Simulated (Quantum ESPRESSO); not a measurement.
Here is a Quantum ESPRESSO 7.5 calculation.

The input scf.in:

```
&CONTROL
  calculation = 'scf'
  prefix = 'pwscf'
  outdir = './tmp'
  pseudo_dir = './pseudo'
/
&SYSTEM
  ibrav = 0
  nat = 2
  ntyp = 1
  ecutwfc = 70
  nbnd = 9
  occupations = 'smearing'
  smearing = 'fd'
  degauss = 0.00367493
  force_symmorphic = .true.
/
&ELECTRONS
  conv_thr = 4d-10
  electron_maxstep = 120
  mixing_beta = 0.5
/
ATOMIC_SPECIES
C     12.0110 06_C_4_1.2_1.2_pbe_n_v1.0.upf
CELL_PARAMETERS angstrom
   0.0000000000    1.7833700000    1.7833700000
   1.7833700000    0.0000000000    1.7833700000
   1.7833700000    1.7833700000    0.0000000000
ATOMIC_POSITIONS crystal
C      0.7500000000    0.7500000000    0.7500000000
C      0.5000000000    0.5000000000    0.5000000000
K_POINTS automatic
12 12 12 0 0 0
```

Contents of nscf.in:

```
&CONTROL
  calculation = 'nscf'
  prefix = 'pwscf'
  outdir = './tmp'
  pseudo_dir = './pseudo'
/
&SYSTEM
  ibrav = 0
  nat = 2
  ntyp = 1
  ecutwfc = 70
  nbnd = 64
  occupations = 'fixed'
  force_symmorphic = .true.
/
&ELECTRONS
  conv_thr = 1d-08
  diago_full_acc = .true.
  diago_thr_init = 1d-06
/
ATOMIC_SPECIES
C     12.0110 06_C_4_1.2_1.2_pbe_n_v1.0.upf
CELL_PARAMETERS angstrom
   0.0000000000    1.7833700000    1.7833700000
   1.7833700000    0.0000000000    1.7833700000
   1.7833700000    1.7833700000    0.0000000000
ATOMIC_POSITIONS crystal
C      0.7500000000    0.7500000000    0.7500000000
C      0.5000000000    0.5000000000    0.5000000000
K_POINTS automatic
4 4 4 0 0 0
```

Potentials or basis: SPMS 1.0 PBE.

The run is started by

```sh
$ OMP_NUM_THREADS=1 pw.x -in scf.in > scf.out
$ OMP_NUM_THREADS=1 pw.x -in nscf.in > nscf.out
```

(1) Estimate the band gap on the k mesh, mean-field level.

## Answers

(1) 4.49 eV, indirect (least direct gap 5.62 eV).

Caveat: the k mesh is coarse (spacing up to 0.76 Å⁻¹), so the values aren't converged.
